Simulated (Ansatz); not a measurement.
GeO$_{2}$ (alpha-quartz type, space group P3_121)

```
GeO2
1.0
    5.09349     0.00000     0.00000
   -2.54674     4.41109     0.00000
    0.00000     0.00000     5.76775
Ge O
3 6
Direct
  0.45565   0.00000   0.83333
  0.00000   0.45565   0.16667
  0.54435   0.54435   0.50000
  0.39740   0.29816   0.74186
  0.70184   0.09924   0.07519
  0.90076   0.60260   0.40853
  0.09924   0.70184   0.92481
  0.29816   0.39740   0.25814
  0.60260   0.90076   0.59147
```

The volume is varied about the relaxed value V₀ at fixed cell shape. The atoms relax within the cell's symmetry.

Computed with PBE (plane waves to 420 eV, PAW, scalar-relativistic; Ansatz, an electronic-structure program). k mesh 8×8×6 (Γ-centred), Fermi-Dirac smearing 0.05 eV. The energy includes the smearing's −TS. With the shape held, the modulus is that of even scaling; a crystal free to change shape is softer. GeO2 was relaxed with its symmetry unable to fall. The zero of ΔE is the relaxed starting cell.

```csv
V (Å³/atom),ΔE (meV/atom)
12.095,58.0
12.479,38.4
12.863,23.5
13.247,12.6
13.631,5.3
14.015,1.3
14.399,0.0
14.783,1.2
15.167,4.6
15.551,10.1
15.935,17.3
16.319,26.3
16.703,36.8
```

Q: What is the fitted pressure derivative B₀′?

A: 3.3.

Q: What bulk modulus at fixed cell shape B₀ follows from a third-order Birch-Murnaghan fit?

A: 39.5 GPa. Check by three points about V = 14.399 Å³/atom, step 0.384: d²E/dV² ≈ (1.3 − 2·0.0 + 1.2) meV / 0.384² = 0.0170 eV/Å⁶, and V·d²E/dV² × 160.2 = 39.1 GPa.

(Under strain, the slope of the energy per volume gives the stress and its curvature an elastic modulus.)
